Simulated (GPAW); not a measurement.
# MgB2 (P6/mmm) in GPAW: notebook, part 2 of 3

GPAW 26.7.0. The steps go on from the part before.

### Step 3. Hybrid scf, r2SCANh

File run.py:

```python
import numpy as np
from ase.dft.bandgap import bandgap
from ase.io import read, write
from gpaw import GPAW, PW
from gpaw.xc import parametrizedxc

class ScaledMGGA(parametrizedxc.ParametrizedKernel):
    """Weighted sum of Libxc meta-GGA parts, named like '0.75_MGGA_X_..+1.0_MGGA_C_..'."""
    def __init__(self, name):
        super().__init__(name)
        self.type = 'MGGA'

    def calculate(self, e_g, n_sg, dedn_sg, sigma_xg, dedsigma_xg, tau_sg, dedtau_sg):
        e_g[:] = dedsigma_xg[:] = dedtau_sg[:] = 0.0
        for kernel, c in zip(self.kernels, self.coefs):
            e, v, s, t = [np.zeros_like(x) for x in [e_g, dedn_sg, dedsigma_xg, dedtau_sg]]
            kernel.calculate(e, n_sg, v, sigma_xg, s, tau_sg, t)
            e_g += c * e
            dedn_sg += c * v
            dedsigma_xg += c * s
            dedtau_sg += c * t

parametrizedxc.ParametrizedKernel = ScaledMGGA

atoms = read('MgB2.cif')

calc = GPAW(mode=PW(600),
            xc={'name': '0.900_MGGA_X_R2SCAN+1.0_MGGA_C_R2SCAN', 'fraction': 0.1, 'omega': 0.0, 'backend': 'pw'},
            kpts={'size': (3, 3, 2), 'gamma': True},
            occupations={'name': 'fermi-dirac', 'width': 0.05},
            nbands=17,
            convergence={'density': 0.0001},
            maxiter=50,
            txt='gpaw.txt')
atoms.calc = calc
energy = atoms.get_potential_energy()
calc.write('gs.gpw')
write('result.traj', atoms)
print(f'Energy: {energy:.6f} eV')
print('Fermi level:', round(calc.get_fermi_level(), 4), 'eV')
print(f'Gap: {bandgap(calc)[0]:.4f} eV, direct: {bandgap(calc, direct=True)[0]:.4f} eV')
```

File MgB2.cif:

```cif
data_MgB2
_cell_length_a 3.08500000
_cell_length_b 3.08500000
_cell_length_c 3.52300000
_cell_angle_alpha 90.00000000
_cell_angle_beta 90.00000000
_cell_angle_gamma 120.00000000
_space_group_name_H-M_alt 'P6/mmm'
_space_group_name_Hall '-P 6 2'
_space_group_IT_number 191
loop_
_space_group_symop_operation_xyz
'x,y,z'
'-x,-y,-z'
'x-y,x,z'
'-x+y,-x,-z'
'-y,x-y,z'
'y,-x+y,-z'
'-x,-y,z'
'x,y,-z'
'-x+y,-x,z'
'x-y,x,-z'
'y,-x+y,z'
'-y,x-y,-z'
'-y,-x,-z'
'y,x,z'
'-x,-x+y,-z'
'x,x-y,z'
'-x+y,y,-z'
'x-y,-y,z'
'y,x,-z'
'-y,-x,z'
'x,x-y,-z'
'-x,-x+y,z'
'x-y,-y,-z'
'-x+y,y,z'
loop_
_atom_site_label
_atom_site_type_symbol
_atom_site_symmetry_multiplicity
_atom_site_Wyckoff_symbol
_atom_site_fract_x
_atom_site_fract_y
_atom_site_fract_z
_atom_site_occupancy
Mg1 Mg 1 a 0.0000000000 0.0000000000 0.0000000000 1
B1 B 2 d 0.6666666667 0.3333333333 0.5000000000 1
```

Potentials or basis: GPAW PAW data sets (gpaw-data 1.2.1), pw.

Launch:

```console
OMP_NUM_THREADS=1 python run.py
```

gpaw.txt:

```text
__  _  _
 | _ |_)|_||  |
 |__||  | ||/\| - 26.7.0

Input parameters:
  mode=PW(ecut=600.0),
  convergence={'density': 0.0001},
  kpts=MonkhorstPack(size=(3, 3, 2), gamma=True),
  maxiter=50,
  nbands=17,
  occupations=Occupations(name='fermi-dirac', width=0.05),
  xc=XC(name='0.900_MGGA_X_R2SCAN+1.0_MGGA_C_R2SCAN', fraction=0.1, omega=0.0, backend='pw')

Diagonalizing LCAO Hamiltonian
Converting LCAO to pw mode

         B  B

       Mg

Atoms  # Å, Bohr magnetons
|   | symbol |         x |        y |        z |    initial magnetic moments |
|---|--------|-----------|----------|----------|-----------------------------|
| 0 |     Mg |  0.000000 | 0.000000 | 0.000000 | ( 0.0000,  0.0000,  0.0000) |
| 1 |      B |  1.542500 | 0.890563 | 1.761500 | ( 0.0000,  0.0000,  0.0000) |
| 2 |      B | -0.000000 | 1.781126 | 1.761500 | ( 0.0000,  0.0000,  0.0000) |

Unit cell  # Å
| periodic |         x |        y |        z |  lengths |     angles |
|----------|-----------|----------|----------|----------|------------|
|      yes |  3.085000 | 0.000000 | 0.000000 | 3.085000 |  90.000000 |
|      yes | -1.542500 | 2.671688 | 0.000000 | 3.085000 |  90.000000 |
|      yes |  0.000000 | 0.000000 | 3.523000 | 3.523000 | 120.000000 |

Number of symmetries: 24
Symmetry operations  # r_c * U_cc + t_c -> r_c
|    | kind |            matrix            |
|----|------|------------------------------|
|  0 |  σ   |  1, 1, 0,  0,-1, 0,  0, 0, 1 |
|  1 |  C2  |  1, 1, 0,  0,-1, 0,  0, 0,-1 |
|  2 |  C6  |  1, 1, 0, -1, 0, 0,  0, 0, 1 |
|  3 |  S6  |  1, 1, 0, -1, 0, 0,  0, 0,-1 |
|  4 |  E   |  1, 0, 0,  0, 1, 0,  0, 0, 1 |
|  5 |  σ   |  1, 0, 0,  0, 1, 0,  0, 0,-1 |
|  6 |  σ   |  1, 0, 0, -1,-1, 0,  0, 0, 1 |
|  7 |  C2  |  1, 0, 0, -1,-1, 0,  0, 0,-1 |
|  8 |  σ   |  0, 1, 0,  1, 0, 0,  0, 0, 1 |
|  9 |  C2  |  0, 1, 0,  1, 0, 0,  0, 0,-1 |
| 10 |  C3  |  0, 1, 0, -1,-1, 0,  0, 0, 1 |
| 11 |  S3  |  0, 1, 0, -1,-1, 0,  0, 0,-1 |
| 12 |  C6  |  0,-1, 0,  1, 1, 0,  0, 0, 1 |
| 13 |  S6  |  0,-1, 0,  1, 1, 0,  0, 0,-1 |
| 14 |  σ   |  0,-1, 0, -1, 0, 0,  0, 0, 1 |
| 15 |  C2  |  0,-1, 0, -1, 0, 0,  0, 0,-1 |
| 16 |  σ   | -1, 0, 0,  1, 1, 0,  0, 0, 1 |
| 17 |  C2  | -1, 0, 0,  1, 1, 0,  0, 0,-1 |
| 18 |  C2  | -1, 0, 0,  0,-1, 0,  0, 0, 1 |
| 19 |  i   | -1, 0, 0,  0,-1, 0,  0, 0,-1 |
| 20 |  C3  | -1,-1, 0,  1, 0, 0,  0, 0, 1 |
| 21 |  S3  | -1,-1, 0,  1, 0, 0,  0, 0,-1 |
| 22 |  σ   | -1,-1, 0,  0, 1, 0,  0, 0, 1 |
| 23 |  C2  | -1,-1, 0,  0, 1, 0,  0, 0,-1 |

BZ-sampling:
  Number of BZ points: 18
  Number of IBZ points: 6

  Monkhorst-Pack size: [3, 3, 2]
  Monkhorst-Pack shift: [0.0, 0.0, 0.25]

K-points  # in reciprocal-cell coordinates
|   |                                coordinates |     weight |
|---|--------------------------------------------|------------|
| 0 | (  0.00000000,   0.00000000,   0.00000000) | 0.05555556 |
| 1 | (  0.00000000,   0.00000000,   0.50000000) | 0.05555556 |
| 2 | (  0.33333333,   0.00000000,   0.00000000) | 0.33333333 |
| 3 | (  0.33333333,   0.00000000,   0.50000000) | 0.33333333 |
| 4 | (  0.33333333,   0.33333333,   0.00000000) | 0.11111111 |
| 5 | (  0.33333333,   0.33333333,   0.50000000) | 0.11111111 |

Plane wave coefficients: 986
Cutoff: 600.0 eV

Spin-components: 1 (collinear spins)
Bands:           17
Projectors:      15
Spin-degeneracy: 2
Datatype:        complex128

Density:
  Valence electrons: 16.0
  Components: 1
  Grid points: [18 18 20]
  Charge: 0.0  # |e|

Potential:
  Grid points: [18 18 20]

species:
  Mg:
    name:    Magnesium
    Z:       12.0
    valence: 10
    core:    2
    charge:  0.0  # [|e|]
    compensation charges:
      type: gauss
      rc: 0.33  # [Å]
      lmax: 2
    cutoffs:
      filter: 1.86  # [Å]
      core: 0.54  # [Å]
    projectors
    | kind |    occ | energy [eV] | rcut [Å] |
    |------|--------|-------------|----------|
    |   2s |  2.000 |     -79.840 |    1.090 |
    |   3s |  2.000 |      -4.705 |    1.090 |
    |   2p |  6.000 |     -46.613 |    1.085 |
    |   3p |  0.000 |      -1.330 |    1.085 |
    |    d |        |       0.000 |    1.037 |

    Using partial waves for Mg as LCAO basis

  B:
    name:    Boron
    Z:       5.0
    valence: 3
    core:    2
    charge:  0.0  # [|e|]
    compensation charges:
      type: gauss
      rc: 0.20  # [Å]
      lmax: 2
    cutoffs:
      filter: 1.14  # [Å]
      core: 1.38  # [Å]
    projectors
    | kind |    occ | energy [eV] | rcut [Å] |
    |------|--------|-------------|----------|
    |   2s |  2.000 |      -9.443 |    0.635 |
    |   2p |  1.000 |      -3.606 |    0.635 |
    |    s |        |      17.768 |    0.635 |
    |    p |        |      23.605 |    0.635 |
    |    d |        |       0.000 |    0.635 |

    Using partial waves for B as LCAO basis

Reference energy: -6788.624023  # eV

eigensolver:
  PPCG
  Converge bands: occupied
  niter=2

density mixing:
  MSR1-Mixer
  Pratt-step length: 0.05
  Maximum mixing coefficient: 0.75
  Old densities: 10
  SVD Regularization: 0.005
  Good broyden scale: 1.0
  Trust region scale: 1.0
  Backstep threshold: 4.0
  History deletion threshold: 6.0
  Fourier metric: weight=20.0, sigma=0.015

occupation numbers:
  Fermi-Dirac:
    width: 0.0500  # eV

poisson solver:
  ecut: 4800.0  # eV

xc functional:
  name: 0.900_MGGA_X_R2SCAN+1.0_MGGA_C_R2SCAN with 2 nearest neighbor stencil

convergence criteria:
- Maximum integral of absolute [dens]ity change: 0.0001 electrons / valence electron
- Maximum [total energy] change in last 3 cyles: 0.0005 eV / valence electron
- Maximum integral of absolute [eigenst]ate change: 4e-08 eV^2 / valence electron
maximum number of iterations: 50

IBZ(<points: 6, symmetries: 24>)
Occupied bands: 9
SCF iterations
|iter     | |      energy | eigst |  dens |
|---------|-|-------------|-------|-------|
|iter:   1| |  -82.160930 | +0.31 |       |
|iter:   2| |  -19.910622 | -1.40 | -0.89 |
|iter:   3| |  -19.042828 | -1.66 | -0.97 |
|iter:   4| |  -18.844976 | -1.96 | -1.23 |
|iter:   5| |  -18.814061 | -3.06 | -1.67 |
|iter:   6| |  -18.801087 | -3.14 | -1.95 |
|iter:   7| |  -18.801396 | -4.39 | -2.77 |
|iter:   8| |  -18.801441c| -5.23 | -3.09 |
|iter:   9| |  -18.801441c| -7.11 | -4.28c|
|iter:  10| |  -18.801441c| -8.02c| -4.77c|

Converged in 10 steps
Energy contributions relative to reference atoms: (reference = -6788.624023)

Energy contributions:
  Kinetic:          14.658998
  Coulomb:          -9.281581
  Zero:             -0.032522
  External:          0.000000
  Xc:               41.143699
  Entropy:          -0.000028
  Spinorbit:         0.000000
  Hybrid_Xc_Cc:       -35.231528
  Hybrid_Xc_Vc:        -2.593977
  Hybrid_Xc_Vv:       -27.464515
  ----------------------------
  Free energy:     -18.801455
  Extrapolated:    -18.801441

dipole moment: (-2.197293, -3.805823, -5.018517)  # |e|*Ang

Fermi level: 8.412
Eigenvalues  # (at kpt = [0.000, 0.000, 0.000])
| band index |      eig [eV] | occ [0-2] |
|------------|---------------|-----------|
|          0 |       -73.422 |     2.000 |
|          1 |       -38.033 |     2.000 |
|          2 |       -38.033 |     2.000 |
|          3 |       -37.983 |     2.000 |
|          4 |        -6.572 |     2.000 |
|          5 |         3.754 |     2.000 |
[... 9 lines left out ...]
|         15 |        24.705 |     0.000 |
|         16 |        28.372 |     0.000 |

No gap
No difference between direct/indirect transitions
# Writing to gs.gpw (mode='')
```

Wall time 3.6 min (1 thread of Arm Neoverse V2, shared host); peak memory 0.21 GiB.

The run converged, but some of its settings lie outside the range that counts as converged, so its numbers aren't taken as properties of the crystal.

What came out:

```
Free energy            : -18.8015 eV
Band gap on the k mesh : none (metal or under the smearing width)
```

Caveat: the k mesh is coarse (spacing up to 0.89 Å⁻¹), so the values aren't converged, least of all with exact exchange; exact exchange converges slowly with the k mesh, and this mesh is small; the scaled meta-GGA exchange is a class typed in the script.

### Step 4. Hybrid scf, r2SCAN0+D3(BJ)

run.py, as its differences from that of step 3:

```diff
@@ -1,4 +1,6 @@
 import numpy as np
+from ase.calculators.mixing import SumCalculator
 from ase.dft.bandgap import bandgap
 from ase.io import read, write
+from dftd3.ase import DFTD3
 from gpaw import GPAW, PW
@@ -30,4 +32,4 @@
 calc = GPAW(mode=PW(600),
-            xc={'name': '0.900_MGGA_X_R2SCAN+1.0_MGGA_C_R2SCAN', 'fraction': 0.1, 'omega': 0.0, 'backend': 'pw'},
-            kpts={'size': (3, 3, 2), 'gamma': True},
+            xc={'name': '0.750_MGGA_X_R2SCAN+1.0_MGGA_C_R2SCAN', 'fraction': 0.25, 'omega': 0.0, 'backend': 'pw'},
+            kpts={'size': (4, 4, 3), 'gamma': True},
             occupations={'name': 'fermi-dirac', 'width': 0.05},
@@ -35,5 +37,5 @@
             convergence={'density': 0.0001},
-            maxiter=50,
+            maxiter=40,
             txt='gpaw.txt')
-atoms.calc = calc
+atoms.calc = SumCalculator([calc, DFTD3(method='r2scan0', damping='d3bj')])
 energy = atoms.get_potential_energy()
```

MgB2.cif is that of step 3.

Potentials or basis: GPAW PAW data sets (gpaw-data 1.2.1), pw.

Launch:

```console
OMP_NUM_THREADS=1 python run.py
```

gpaw.txt:

```text
__  _  _
 | _ |_)|_||  |
 |__||  | ||/\| - 26.7.0

Input parameters:
  mode=PW(ecut=600.0),
  convergence={'density': 0.0001},
  kpts=MonkhorstPack(size=(4, 4, 3), gamma=True),
  maxiter=40,
  nbands=17,
  occupations=Occupations(name='fermi-dirac', width=0.05),
  xc=XC(name='0.750_MGGA_X_R2SCAN+1.0_MGGA_C_R2SCAN', fraction=0.25, omega=0.0, backend='pw')

Diagonalizing LCAO Hamiltonian
Converting LCAO to pw mode

         B  B

       Mg

Atoms  # Å, Bohr magnetons
|   | symbol |         x |        y |        z |    initial magnetic moments |
|---|--------|-----------|----------|----------|-----------------------------|
| 0 |     Mg |  0.000000 | 0.000000 | 0.000000 | ( 0.0000,  0.0000,  0.0000) |
| 1 |      B |  1.542500 | 0.890563 | 1.761500 | ( 0.0000,  0.0000,  0.0000) |
| 2 |      B | -0.000000 | 1.781126 | 1.761500 | ( 0.0000,  0.0000,  0.0000) |

Unit cell  # Å
| periodic |         x |        y |        z |  lengths |     angles |
|----------|-----------|----------|----------|----------|------------|
|      yes |  3.085000 | 0.000000 | 0.000000 | 3.085000 |  90.000000 |
|      yes | -1.542500 | 2.671688 | 0.000000 | 3.085000 |  90.000000 |
|      yes |  0.000000 | 0.000000 | 3.523000 | 3.523000 | 120.000000 |

Number of symmetries: 24
Symmetry operations  # r_c * U_cc + t_c -> r_c
|    | kind |            matrix            |
|----|------|------------------------------|
|  0 |  σ   |  1, 1, 0,  0,-1, 0,  0, 0, 1 |
|  1 |  C2  |  1, 1, 0,  0,-1, 0,  0, 0,-1 |
|  2 |  C6  |  1, 1, 0, -1, 0, 0,  0, 0, 1 |
|  3 |  S6  |  1, 1, 0, -1, 0, 0,  0, 0,-1 |
|  4 |  E   |  1, 0, 0,  0, 1, 0,  0, 0, 1 |
|  5 |  σ   |  1, 0, 0,  0, 1, 0,  0, 0,-1 |
|  6 |  σ   |  1, 0, 0, -1,-1, 0,  0, 0, 1 |
|  7 |  C2  |  1, 0, 0, -1,-1, 0,  0, 0,-1 |
|  8 |  σ   |  0, 1, 0,  1, 0, 0,  0, 0, 1 |
|  9 |  C2  |  0, 1, 0,  1, 0, 0,  0, 0,-1 |
| 10 |  C3  |  0, 1, 0, -1,-1, 0,  0, 0, 1 |
| 11 |  S3  |  0, 1, 0, -1,-1, 0,  0, 0,-1 |
| 12 |  C6  |  0,-1, 0,  1, 1, 0,  0, 0, 1 |
| 13 |  S6  |  0,-1, 0,  1, 1, 0,  0, 0,-1 |
| 14 |  σ   |  0,-1, 0, -1, 0, 0,  0, 0, 1 |
| 15 |  C2  |  0,-1, 0, -1, 0, 0,  0, 0,-1 |
| 16 |  σ   | -1, 0, 0,  1, 1, 0,  0, 0, 1 |
| 17 |  C2  | -1, 0, 0,  1, 1, 0,  0, 0,-1 |
| 18 |  C2  | -1, 0, 0,  0,-1, 0,  0, 0, 1 |
| 19 |  i   | -1, 0, 0,  0,-1, 0,  0, 0,-1 |
| 20 |  C3  | -1,-1, 0,  1, 0, 0,  0, 0, 1 |
| 21 |  S3  | -1,-1, 0,  1, 0, 0,  0, 0,-1 |
| 22 |  σ   | -1,-1, 0,  0, 1, 0,  0, 0, 1 |
| 23 |  C2  | -1,-1, 0,  0, 1, 0,  0, 0,-1 |

BZ-sampling:
  Number of BZ points: 48
  Number of IBZ points: 8

  Monkhorst-Pack size: [4, 4, 3]
  Monkhorst-Pack shift: [0.125, 0.125, 0.0]

K-points  # in reciprocal-cell coordinates
|   |                                coordinates |     weight |
|---|--------------------------------------------|------------|
| 0 | (  0.00000000,   0.00000000,   0.00000000) | 0.02083333 |
| 1 | (  0.00000000,   0.00000000,   0.33333333) | 0.04166667 |
| 2 | (  0.25000000,   0.00000000,   0.00000000) | 0.12500000 |
| 3 | (  0.25000000,   0.00000000,   0.33333333) | 0.25000000 |
| 4 | (  0.50000000,   0.25000000,   0.00000000) | 0.12500000 |
| 5 | (  0.50000000,   0.25000000,   0.33333333) | 0.25000000 |
| 6 | (  0.50000000,   0.50000000,   0.00000000) | 0.06250000 |
| 7 | (  0.50000000,   0.50000000,   0.33333333) | 0.12500000 |

Plane wave coefficients: 980
Cutoff: 600.0 eV

Spin-components: 1 (collinear spins)
Bands:           17
Projectors:      15
Spin-degeneracy: 2
Datatype:        complex128

Density:
  Valence electrons: 16.0
  Components: 1
  Grid points: [18 18 20]
  Charge: 0.0  # |e|

Potential:
  Grid points: [18 18 20]

species:
  Mg:
    name:    Magnesium
    Z:       12.0
    valence: 10
    core:    2
    charge:  0.0  # [|e|]
    compensation charges:
      type: gauss
      rc: 0.33  # [Å]
      lmax: 2
    cutoffs:
      filter: 1.86  # [Å]
      core: 0.54  # [Å]
    projectors
    | kind |    occ | energy [eV] | rcut [Å] |
    |------|--------|-------------|----------|
    |   2s |  2.000 |     -79.840 |    1.090 |
    |   3s |  2.000 |      -4.705 |    1.090 |
    |   2p |  6.000 |     -46.613 |    1.085 |
    |   3p |  0.000 |      -1.330 |    1.085 |
    |    d |        |       0.000 |    1.037 |

    Using partial waves for Mg as LCAO basis

  B:
    name:    Boron
    Z:       5.0
    valence: 3
    core:    2
    charge:  0.0  # [|e|]
    compensation charges:
      type: gauss
      rc: 0.20  # [Å]
      lmax: 2
    cutoffs:
      filter: 1.14  # [Å]
      core: 1.38  # [Å]
    projectors
    | kind |    occ | energy [eV] | rcut [Å] |
    |------|--------|-------------|----------|
    |   2s |  2.000 |      -9.443 |    0.635 |
    |   2p |  1.000 |      -3.606 |    0.635 |
    |    s |        |      17.768 |    0.635 |
    |    p |        |      23.605 |    0.635 |
    |    d |        |       0.000 |    0.635 |

    Using partial waves for B as LCAO basis

Reference energy: -6788.624023  # eV

eigensolver:
  PPCG
  Converge bands: occupied
  niter=2

density mixing:
  MSR1-Mixer
  Pratt-step length: 0.05
  Maximum mixing coefficient: 0.75
  Old densities: 10
  SVD Regularization: 0.005
  Good broyden scale: 1.0
  Trust region scale: 1.0
  Backstep threshold: 4.0
  History deletion threshold: 6.0
  Fourier metric: weight=20.0, sigma=0.015

occupation numbers:
  Fermi-Dirac:
    width: 0.0500  # eV

poisson solver:
  ecut: 4800.0  # eV

xc functional:
  name: 0.750_MGGA_X_R2SCAN+1.0_MGGA_C_R2SCAN with 2 nearest neighbor stencil

convergence criteria:
- Maximum integral of absolute [dens]ity change: 0.0001 electrons / valence electron
- Maximum [total energy] change in last 3 cyles: 0.0005 eV / valence electron
- Maximum integral of absolute [eigenst]ate change: 4e-08 eV^2 / valence electron
maximum number of iterations: 40

IBZ(<points: 8, symmetries: 24>)
Occupied bands: 9
SCF iterations
|iter     | |      energy | eigst |  dens |
|---------|-|-------------|-------|-------|
|iter:   1| | -181.038599 | +0.34 |       |
|iter:   2| |  -19.887935 | -1.07 | -0.84 |
|iter:   3| |  -19.056753 | -1.64 | -0.95 |
|iter:   4| |  -18.774872 | -1.87 | -1.15 |
|iter:   5| |  -18.834610 | -3.05 | -1.56 |
|iter:   6| |  -18.850302 | -2.56 | -1.67 |
|iter:   7| |  -18.860293 | -3.44 | -1.79 |
|iter:   8| |  -18.860296 | -3.74 | -2.12 |
|iter:   9| |  -18.876306 | -4.51 | -2.55 |
|iter:  10| |  -18.878365 | -4.86 | -2.51 |
|iter:  11| |  -18.877454c| -4.46 | -2.69 |
|iter:  12| |  -18.877476c| -6.14 | -3.10 |
|iter:  13| |  -18.877446c| -6.57 | -3.23 |
|iter:  14| |  -18.877443c| -7.29 | -3.50 |
|iter:  15| |  -18.877440c| -6.94 | -3.72 |
|iter:  16| |  -18.877440c| -7.66c| -4.17c|

Converged in 16 steps
Energy contributions relative to reference atoms: (reference = -6788.624023)

Energy contributions:
  Kinetic:          14.692415
  Coulomb:         -10.054867
  Zero:             -0.033566
  External:          0.000000
  Xc:              139.522150
  Entropy:          -0.000014
  Spinorbit:         0.000000
  Hybrid_Xc_Cc:       -88.078821
  Hybrid_Xc_Vc:        -6.492249
  Hybrid_Xc_Vv:       -68.432495
  ----------------------------
  Free energy:     -18.877447
  Extrapolated:    -18.877440

dipole moment: (-2.197500, -3.806182, -5.018991)  # |e|*Ang

Fermi level: 7.250
Eigenvalues  # (at kpt = [0.000, 0.000, 0.000])
| band index |      eig [eV] | occ [0-2] |
|------------|---------------|-----------|
|          0 |       -76.081 |     2.000 |
|          1 |       -39.894 |     2.000 |
|          2 |       -39.894 |     2.000 |
|          3 |       -39.868 |     2.000 |
|          4 |        -7.974 |     2.000 |
|          5 |         3.008 |     2.000 |
|          6 |         7.685 |     0.000 |
|          7 |         7.685 |     0.000 |
|          8 |         9.826 |     0.000 |
|          9 |        14.613 |     0.000 |
|         10 |        14.613 |     0.000 |
|         11 |        16.664 |     0.000 |
|         12 |        19.247 |     0.000 |
|         13 |        21.872 |     0.000 |
|        ... |               |           |
|         16 |        28.924 |     0.000 |

No gap
No difference between direct/indirect transitions
# Writing to gs.gpw (mode='')
```

Run time: 20 min. Hardware: 1 thread of Arm Neoverse V2, shared host; peak memory 0.27 GiB.

What came out:

```yaml
Free_energy: -19.3650 eV
Band_gap_on_the_k_mesh: none (metal or under the smearing width)
Dispersion_energy_per_atom: -0.163 eV
```

Caveat: the k mesh is coarse (spacing up to 0.59 Å⁻¹), so the values aren't converged, least of all with exact exchange; exact exchange converges slowly with the k mesh, and this mesh is small; the scaled meta-GGA exchange is a class typed in the script.

[end of part 2 of 3]
